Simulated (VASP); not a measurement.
Input of a VASP 6.6.1 run:

File INCAR:

```
SYSTEM = Te
  ALGO = Normal
  EDIFF = 1E-7
  EDIFFG = -0.02
  ENCUT = 600
  GGA = PS
  IBRION = 2
  ISIF = 3
  ISMEAR = -1
  LASPH = .True.
  LCHARG = .False.
  LREAL = .False.
  LWAVE = .False.
  NELM = 60
  NSW = 40
  PREC = Accurate
  PSTRESS = 100
  SIGMA = 0.05
```

File KPOINTS:

```
k-points
0
Gamma
  9 9 9
  0 0 0
```

File POSCAR:

```
Te
1.0
    2.3059043427      1.3313144930      1.6909537039
   -2.3059043427      1.3313144930      1.6909537039
    0.0000000000     -2.6626289860      1.6909537039
Te
1
Direct
    0.5000000000      0.5000000000      0.5000000000
```

Potentials or basis: VASP PAW PBE potentials, release 64 (Te).

Command:

```console
$ cat potpaw_PBE.64/Te/POTCAR > POTCAR
$ mpirun -np 1 vasp_std > vasp.out
```

**Question.** Predict the band gap on the k mesh.

**Answer.** None (metal or under the smearing width).

**Question.** What does it give for the space group after relaxing (to 0.05 Å)?

**Answer.** R-3m (No. 166).

Final structure:
```yaml
crystal:
  lattice:
    - [2.36229, 1.36387, 1.31649]
    - [-2.36229, 1.36387, 1.31649]
    - [0.00000, -2.72774, 1.31649]
  atoms:
    - { symbol: Te, position: [0.50000, 0.50000, 0.50000] }
```

 Spin-orbit coupling is left out, which matters for the levels of Te.
